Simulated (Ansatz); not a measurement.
# HfN (F-43m) in Ansatz: further runs

One crystal, HfN, is run at these levels: PBE; tasks: single point.

Program: Ansatz 0.2.0. These are calculated values, not measurements. Logs are shortened: lines on timing, memory, paths and dates and some standing lists are left out, and cuts for length are marked.

## Step 1: The structure

The structure is cubic, space group F-43m (No. 216). Conventional cell: a = 4.910 Å, b = 4.910 Å, c = 4.910 Å, α = 90.00°, β = 90.00°, γ = 90.00°. Hf (site symmetry -43m) is surrounded by 4 N at 2.13 Å. N (site symmetry -43m) is surrounded by 4 Hf at 2.13 Å.

The cell comes from a database or a generator and needn't be the stable form of this composition.

## Step 2: Single point, PBE

input.yaml reads:

```yaml
crystal:
  lattice:
    - [0.0, 2.454822, 2.454822]
    - [2.454822, 0.0, 2.454822]
    - [2.454822, 2.454822, 0.0]
  atoms:
    - { symbol: Hf, position: [0.0, 0.0, 0.0] }
    - { symbol: "N", position: [0.25, 0.25, 0.25] }
hamiltonian:
  xc: pbe
  pseudopotentials: { kind: paw }
kpoints:
  mp_grid: { grid: [9, 9, 9] }
scf:
  occupations: { method: gaussian, width: 0.02 }
output:
  forces: true
  stress: true
  eigenvalues: true
```

Potentials or basis: Ansatz PAW.

Command:

```console
ansatz run input.yaml --threads 2 --pin off --max-ram 5632MiB --backend cpu --events-out ev --progress --plain --runs-dir out
```

Standard output:

```text
Warning: RAYON_NUM_THREADS=2 ignored (pool sized by the plan → 2); use --threads N
Engine: ansatz 0.2.0, aarch64-unknown-linux-gnu
Pseudopotentials: kind: paw
Pseudopotential: Hf, paw, valence charge 26, recommended cutoff 420 eV (normal), Hf.paw.azcp
Pseudopotential: N, paw, valence charge 5, recommended cutoff 420 eV (normal), N.paw.azcp
Functional definition: PBE
  parameter kappa = 0.804
  parameter beta = 0.06672455060314922
  exchange = pbe_x(kappa = kappa, mu = beta*pi^2/3)
  correlation = pbe_c(beta = beta)
Crystal: 2 atoms, lattice volume = 29.586 Å³
Basis set: ecut = 420 eV, 561 PW (Γ), exchange–correlation on 48×48×48 points (8 copies of the dense FFT grid, shifted against one another)
Bands: 20, of which v1, the nominal top of the filled ones, is band 16 counted from 1 (15 counted from 0)
Symmetry: 24 space group operations
Space group: F-43m (ITA 216), of the structure as read, at distance tolerance 3.1e-5 Å
k-points: 35 of 729 (time reversal used)
Non-local potential: Hf, projectors of the file, l = 0: 3, l = 1: 2, l = 2: 2, l = 3: 3
Non-local potential: N, projectors of the file, l = 0: 2, l = 1: 2, l = 2: 1
PAW form: soft (Blöchl's): semilocal exchange-correlation on the pseudo side does not see the compensation charge
PAW one-centre angular grid: Hf, 590 points (default); XC on 64 Gauss nodes
PAW one-centre angular grid: N, 110 points (default); XC on 64 Gauss nodes
Initial density: superposition of atomic densities (neutral atoms: chi_scale 0, normalization atom), corrected by the library's trained network
Initial wavefunctions: pseudopotential atomic-orbital guess
Functional: x = pbe(κ = 0.804, μ = 0.2195149727645171), c = pbe(β = 0.06672455060314922)
SCF iter   1: F=—  HF=-16108.193665 eV  |F-HF|=—  |Δ(HF+E_count)|=         —  Δρ=6.40e-3  dr2=1.18e-2  ethr=1.77e-3  ⟨swp⟩=5.0  Hψ=2768  notcnv=0
preconditioner: auto → Kerker (q_TF=auto, 2.750 Å⁻¹)  [metal: Δε(μ)=0.017 eV  Ē_g=18.363 eV  σ=0.020 eV  W_gap=0.44  n_scr=14 (ndim 8)  ℏωp=36.8 eV  f_vac=0.006  D(μ)=2.19/eV (n_scr^D=26)]
SCF iter   2: F=—  HF=-16108.191845 eV  |F-HF|=—  |Δ(HF+E_count)|=   1.82e-3  Δρ=2.17e-3  dr2=9.57e-4  ethr=3.79e-5  ⟨swp⟩=2.1  Hψ=1166  notcnv=0  defer=17
preconditioner: auto → none  [insulator: Δε(μ)=0.030 eV  Ē_g=18.358 eV  σ=0.020 eV  W_gap=0.63  n_scr=14 (ndim 8)  ℏωp=36.8 eV  f_vac=0.008  D(μ)=1.83/eV (n_scr^D=14)  ε∞_Penn≈5.0]
SCF iter   3: F=—  HF=-16108.192227 eV  |F-HF|=—  |Δ(HF+E_count)|=   3.81e-4  Δρ=8.75e-4  dr2=1.33e-4  ethr=3.09e-6  ⟨swp⟩=2.0  Hψ=1010  notcnv=0  defer=17
SCF iter   4: F=—  HF=-16108.192365 eV  |F-HF|=—  |Δ(HF+E_count)|=   1.38e-4  Δρ=3.47e-4  dr2=2.33e-5  ethr=4.31e-7  ⟨swp⟩=2.0  Hψ=1227  notcnv=0  defer=17
SCF iter   5: F=—  HF=-16108.192338 eV  |F-HF|=—  |Δ(HF+E_count)|=   2.64e-5  Δρ=6.29e-5  dr2=6.75e-7  ethr=7.52e-8  ⟨swp⟩=2.0  Hψ=1227  notcnv=0  defer=17
SCF iter   6: F=-16108.192339 eV  HF=-16108.192339 eV  |F-HF|=2.27e-8  |Δ(HF+E_count)|=   7.51e-7  Δρ=8.00e-6  dr2=1.27e-8  ethr=3.23e-10  ⟨swp⟩=6.5  Hψ=3300  notcnv=0
SCF 1 converged in 6 iterations: F = -16108.192339 eV  dr2 = 1.27e-8
SCF converged after 6 iterations
Free energy (F): -16108.192339 eV
Harris-Foulkes:  -16108.192339 eV  (|F-HF|=2.27e-8)
Internal energy: -16108.191964 eV  (E = F + TS)
E sigma→0 (E₀):  -16108.192152 eV
Entropy (-TS):   -0.000375 eV (-0.187 meV/atom)
Fermi energy:    17.825632 eV
--- Per-component energies (eV) ---
  E_band       = 4.846683
  E_kinetic    = 553.526879
  E_local      = -5647.606776  (includes V_loc(G=0)·N_el)
  E_nonlocal   = -1197.951966
  E_hartree    = 2617.917429
  E_xc         = -360.143382
  E_vxc        = -342.629096  (∫ρ·V_xc dr)
  E_paw        = -7054.968851  (= ΣΔE_a)
  E_vpaw       = 1403.678442  (= ΣTr[D̂ρ^β])
  E_aug_tail   = 0.000094  (compensation charges beyond the density's cutoff)
  E_ewald      = -5018.965392
  E_smearing   = -0.000375  (= −TS)
  E_closure    = -0.000000  (closes the sum)
  Σ components = -16108.192339   (vs F -16108.192339, Δ=0.00e0)
--- Forces (eV/Å), atoms counted from 1 ---
  atom   1  Hf     0.00000000    -0.00000000     0.00000000
  atom   2  N     -0.00000000     0.00000000    -0.00000000
  max |Σ_I F_I| component: 3.70e-17 eV/Å
--- Stress (GPa, compression-positive) ---
        0.759995       0.000000      -0.000000
       -0.000000       0.759995       0.000000
       -0.000000       0.000000       0.759995
  P = ⅓ Tr σ = 0.7600 GPa (7.600 kbar)
--- Band table (eV; the first three rows and the last of 35) ---
  k-point 0: bands = ["-44.6825", "-13.2559", "-13.2559", "-13.2559", "1.5448", "5.3746", "5.3746", "5.3746", "5.4433", "5.4433", "5.4433", "5.5202", "12.3905", "12.3905", "12.3905", "17.1684", "20.0845", "20.0845", "24.4274", "24.4274"]
  k-point 1: bands = ["-44.6801", "-13.3137", "-13.2633", "-13.2633", "1.6851", "5.3753", "5.3775", "5.3775", "5.4384", "5.4384", "5.4435", "5.5255", "12.1357", "12.4796", "12.4796", "17.8036", "19.8958", "19.8958", "24.1090", "24.6860"]
  k-point 2: bands = ["-44.6740", "-13.4568", "-13.2820", "-13.2820", "2.0275", "5.3789", "5.3839", "5.3839", "5.4277", "5.4277", "5.4439", "5.5324", "11.8040", "12.6856", "12.6856", "19.0606", "19.6869", "19.6869", "23.5204", "24.8531"]
  k-point 34: bands = ["-44.6554", "-13.6382", "-13.5021", "-13.4075", "3.0099", "5.3789", "5.3956", "5.4078", "5.4117", "5.4141", "5.4250", "5.4936", "12.1060", "12.8325", "14.1823", "16.7177", "19.2845", "21.3513", "23.0632", "24.2990"]
```

Run time: 0.88 s. Hardware: 2 threads of Arm Neoverse V2, shared host; peak memory 0.3 GiB.

Results:

| Item | Value |
| --- | --- |
| Free energy | -16108.1923 eV |
| Pressure | 0.8 GPa |
| Band gap on the k mesh | none (metal or under the smearing width) |

Levels at points of the mesh, in eV from the Fermi level:
| k point | band 13 | band 14 | band 15 | band 16 | band 17 | band 18 |
| --- | --- | --- | --- | --- | --- | --- |
| (0.00, 0.00, 0.00) | -5.44 | -5.44 | -5.44 | -0.66 | 2.26 | 2.26 |

Caveat: the pressure holds a Pulay correction of +0.4 GPa for the finite cutoff. Spin-orbit coupling is left out, which matters for the levels of Hf.

## Step 3: Single point, PBE

Changes to input.yaml since step 2:

```diff
@@ -14,3 +14,3 @@
 scf:
-  occupations: { method: gaussian, width: 0.02 }
+  occupations: { method: gaussian, width: 0.1 }
 output:
```

Potentials or basis: Ansatz PAW.

Command:

```console
ansatz run input.yaml --threads 2 --pin off --max-ram 5632MiB --backend cpu --events-out ev --progress --plain --runs-dir out
```

It took 0.9 s on 2 threads of Arm Neoverse V2, shared host; peak memory 0.3 GiB.

The run converged. Its results:

* Free energy: -16108.1946 eV
* Pressure: 0.7 GPa
* Band gap on the k mesh: none (metal or under the smearing width)

Levels at points of the mesh, in eV from the Fermi level:
```tsv
k point	band 13	band 14	band 15	band 16	band 17	band 18	band 19	band 20
(0.00, 0.00, 0.00)	-5.45	-5.45	-5.45	-0.67	2.24	2.24	6.59	6.59
```

Caveat: the pressure holds a Pulay correction of +0.4 GPa for the finite cutoff.

## Step 4: Single point, PBE

Changes to input.yaml since step 3:

```diff
@@ -14,3 +14,3 @@
 scf:
-  occupations: { method: gaussian, width: 0.1 }
+  occupations: { method: gaussian, width: 0.05 }
 output:
@@ -19 +19,5 @@
   eigenvalues: true
+  write_density: true
+  write_potential: true
+  elf: true
+  volumetric_format: npy
```

Command:

```console
ansatz run input.yaml --threads 2 --pin off --max-ram 5632MiB --backend cpu --events-out ev --progress --plain --runs-dir out
```

It took 1.5 s on 2 threads of Arm Neoverse V2, shared host; peak memory 0.31 GiB.

It converged, with:

- Free energy: -16108.1930 eV
- Pressure: 0.7 GPa
- Band gap on the k mesh: none (metal or under the smearing width)

Levels at points of the mesh, in eV from the Fermi level:
| k point | band 11 | band 12 | band 13 | band 14 | band 15 | band 16 | band 17 | band 18 | band 19 | band 20 |
| --- | --- | --- | --- | --- | --- | --- | --- | --- | --- | --- |
| (0.00, 0.00, 0.00) | -12.38 | -12.30 | -5.44 | -5.44 | -5.44 | -0.66 | 2.26 | 2.26 | 6.60 | 6.60 |

Caveat: the pressure holds a Pulay correction of +0.4 GPa for the finite cutoff. Spin-orbit coupling is left out, which matters for the levels of Hf.

## Step 5: Single point, PBE (another cell of the same crystal, with 2 atoms)

input.yaml reads:

```yaml
crystal:
  lattice:
    - [3.47164257, 0.0, 0.0]
    - [1.735821285, 3.0065306585, 0.0]
    - [1.735821285, 1.0021768862, 2.8345842886]
  atoms:
    - { symbol: Hf, position: [0.0, 0.0, 0.0] }
    - { symbol: "N", position: [0.25, 0.25, 0.25] }
hamiltonian:
  xc: pbe
  pseudopotentials: { kind: paw }
kpoints:
  mp_grid: { grid: [9, 9, 9] }
scf:
  occupations: { method: gaussian, width: 0.1 }
output:
  forces: true
  stress: true
  eigenvalues: true
```

Potentials or basis: Ansatz PAW.

Command:

```console
ansatz run input.yaml --threads 2 --pin off --max-ram 5632MiB --backend cpu --events-out ev --progress --plain --runs-dir out
```

Standard output:

```text
Warning: RAYON_NUM_THREADS=2 ignored (pool sized by the plan → 2); use --threads N
Engine: ansatz 0.2.0, aarch64-unknown-linux-gnu
Pseudopotentials: kind: paw
Pseudopotential: Hf, paw, valence charge 26, recommended cutoff 420 eV (normal), Hf.paw.azcp
Pseudopotential: N, paw, valence charge 5, recommended cutoff 420 eV (normal), N.paw.azcp
Functional definition: PBE
  parameter kappa = 0.804
  parameter beta = 0.06672455060314922
  exchange = pbe_x(kappa = kappa, mu = beta*pi^2/3)
  correlation = pbe_c(beta = beta)
Crystal: 2 atoms, lattice volume = 29.586 Å³
Basis set: ecut = 420 eV, 561 PW (Γ), exchange–correlation on 48×48×48 points (8 copies of the dense FFT grid, shifted against one another)
Bands: 20, of which v1, the nominal top of the filled ones, is band 16 counted from 1 (15 counted from 0)
Symmetry: 24 space group operations
Space group: F-43m (ITA 216), of the structure as read, at distance tolerance 3.1e-5 Å
k-points: 35 of 729 (time reversal used)
Non-local potential: Hf, projectors of the file, l = 0: 3, l = 1: 2, l = 2: 2, l = 3: 3
Non-local potential: N, projectors of the file, l = 0: 2, l = 1: 2, l = 2: 1
PAW form: soft (Blöchl's): semilocal exchange-correlation on the pseudo side does not see the compensation charge
PAW one-centre angular grid: Hf, 590 points (default); XC on 64 Gauss nodes
PAW one-centre angular grid: N, 110 points (default); XC on 64 Gauss nodes
Initial density: superposition of atomic densities (neutral atoms: chi_scale 0, normalization atom), corrected by the library's trained network
Initial wavefunctions: pseudopotential atomic-orbital guess
Functional: x = pbe(κ = 0.804, μ = 0.2195149727645171), c = pbe(β = 0.06672455060314922)
SCF iter   1: F=—  HF=-16108.196015 eV  |F-HF|=—  |Δ(HF+E_count)|=         —  Δρ=6.46e-3  dr2=1.20e-2  ethr=1.77e-3  ⟨swp⟩=4.4  Hψ=2692  notcnv=0
preconditioner: auto → Kerker (q_TF=auto, 2.750 Å⁻¹)  [metal: Δε(μ)=0.119 eV  Ē_g=18.358 eV  σ=0.100 eV  W_gap=0.49  n_scr=14 (ndim 8)  ℏωp=36.8 eV  f_vac=0.006  D(μ)=0.75/eV (n_scr^D=0)]
SCF iter   2: F=—  HF=-16108.194127 eV  |F-HF|=—  |Δ(HF+E_count)|=   1.89e-3  Δρ=2.19e-3  dr2=1.03e-3  ethr=3.87e-5  ⟨swp⟩=1.6  Hψ=1014  notcnv=0
preconditioner: auto → none  [insulator: Δε(μ)=0.129 eV  Ē_g=18.353 eV  σ=0.100 eV  W_gap=0.50  n_scr=14 (ndim 8)  ℏωp=36.8 eV  f_vac=0.008  D(μ)=0.76/eV (n_scr^D=0)  ε∞_Penn≈5.0]
SCF iter   3: F=—  HF=-16108.194521 eV  |F-HF|=—  |Δ(HF+E_count)|=   3.94e-4  Δρ=8.72e-4  dr2=1.39e-4  ethr=3.31e-6  ⟨swp⟩=2.0  Hψ=1005  notcnv=0
SCF iter   4: F=—  HF=-16108.194664 eV  |F-HF|=—  |Δ(HF+E_count)|=   1.43e-4  Δρ=3.54e-4  dr2=2.43e-5  ethr=4.47e-7  ⟨swp⟩=2.0  Hψ=1231  notcnv=0
SCF iter   5: F=—  HF=-16108.194642 eV  |F-HF|=—  |Δ(HF+E_count)|=   2.27e-5  Δρ=6.39e-5  dr2=6.91e-7  ethr=7.85e-8  ⟨swp⟩=2.0  Hψ=1231  notcnv=0
SCF iter   6: F=-16108.194642 eV  HF=-16108.194642 eV  |F-HF|=1.91e-8  |Δ(HF+E_count)|=   8.12e-7  Δρ=8.11e-6  dr2=1.21e-8  ethr=3.23e-10  ⟨swp⟩=6.3  Hψ=3311  notcnv=0
SCF 1 converged in 6 iterations: F = -16108.194642 eV  dr2 = 1.21e-8
SCF converged after 6 iterations
Free energy (F): -16108.194642 eV
Harris-Foulkes:  -16108.194642 eV  (|F-HF|=1.91e-8)
Internal energy: -16108.190858 eV  (E = F + TS)
E sigma→0 (E₀):  -16108.192750 eV
Entropy (-TS):   -0.003785 eV (-1.892 meV/atom)
Fermi energy:    17.841704 eV
--- Per-component energies (eV) ---
  E_band       = 4.929196
  E_kinetic    = 553.542146
  E_local      = -5647.686557  (includes V_loc(G=0)·N_el)
  E_nonlocal   = -1197.966527
  E_hartree    = 2617.990114
  E_xc         = -360.136473
  E_vxc        = -342.621562  (∫ρ·V_xc dr)
  E_paw        = -7054.968269  (= ΣΔE_a)
  E_vpaw       = 1403.686527  (= ΣTr[D̂ρ^β])
  E_aug_tail   = 0.000094  (compensation charges beyond the density's cutoff)
  E_ewald      = -5018.965386
  E_smearing   = -0.003785  (= −TS)
  E_closure    = -0.000000  (closes the sum)
  Σ components = -16108.194642   (vs F -16108.194642, Δ=0.00e0)
--- Forces (eV/Å), atoms counted from 1 ---
  atom   1  Hf    -0.00000000    -0.00000000     0.00000000
  atom   2  N      0.00000000     0.00000000    -0.00000000
  max |Σ_I F_I| component: 7.40e-17 eV/Å
--- Stress (GPa, compression-positive) ---
        0.692255      -0.000000      -0.000000
       -0.000000       0.692255      -0.000000
       -0.000000       0.000000       0.692255
  P = ⅓ Tr σ = 0.6923 GPa (6.923 kbar)
--- Band table (eV; the first three rows and the last of 35) ---
  k-point 0: bands = ["-44.6788", "-13.2525", "-13.2525", "-13.2525", "1.5449", "5.3782", "5.3782", "5.3782", "5.4469", "5.4469", "5.4469", "5.5239", "12.3909", "12.3909", "12.3909", "17.1691", "20.0865", "20.0865", "24.4285", "24.4285"]
  k-point 1: bands = ["-44.6764", "-13.3104", "-13.2599", "-13.2599", "1.6852", "5.3789", "5.3811", "5.3811", "5.4421", "5.4421", "5.4471", "5.5291", "12.1362", "12.4800", "12.4800", "17.8042", "19.8978", "19.8978", "24.1102", "24.6873"]
  k-point 2: bands = ["-44.6702", "-13.4535", "-13.2786", "-13.2786", "2.0276", "5.3825", "5.3874", "5.3874", "5.4313", "5.4313", "5.4475", "5.5360", "11.8045", "12.6860", "12.6860", "19.0612", "19.6888", "19.6888", "23.5217", "24.8546"]
  k-point 34: bands = ["-44.6517", "-13.6349", "-13.4988", "-13.4041", "3.0101", "5.3825", "5.3992", "5.4114", "5.4153", "5.4177", "5.4287", "5.4971", "12.1064", "12.8328", "14.1825", "16.7189", "19.2861", "21.3533", "23.0653", "24.3010"]
```

Run time: 0.9 s. Hardware: 2 threads of Arm Neoverse V2, shared host; peak memory 0.3 GiB.

What came out:

- Free energy: -16108.1946 eV
- Pressure: 0.7 GPa
- Band gap on the k mesh: none (metal or under the smearing width)

Levels at points of the mesh, in eV from the Fermi level:
| k point | band 13 | band 14 | band 15 | band 16 | band 17 | band 18 | band 19 | band 20 |
| --- | --- | --- | --- | --- | --- | --- | --- | --- |
| (0.00, 0.00, 0.00) | -5.45 | -5.45 | -5.45 | -0.67 | 2.24 | 2.24 | 6.59 | 6.59 |

Caveat: the pressure holds a Pulay correction of +0.4 GPa for the finite cutoff. The run has no spin-orbit coupling, so splittings on Hf are missing.

## Step 6: The runs side by side

```tsv
cell	smearing	gap on the mesh (eV)	pressure (GPa)
as given	gaussian 0.02 eV	none	0.8
as given	gaussian 0.1 eV	none	0.7
as given	gaussian 0.05 eV	none	0.7
another cell of the same crystal, with 2 atoms	gaussian 0.1 eV	none	0.7
```

Alike in all rows: task single point; level PBE; potentials or basis Ansatz PAW; no spin polarisation; k mesh 9 × 9 × 9; cutoff (eV) 420.

Every run on the cell as given and a fine mesh finds a metal.

Absolute energies hang on the potentials; compare differences alone.
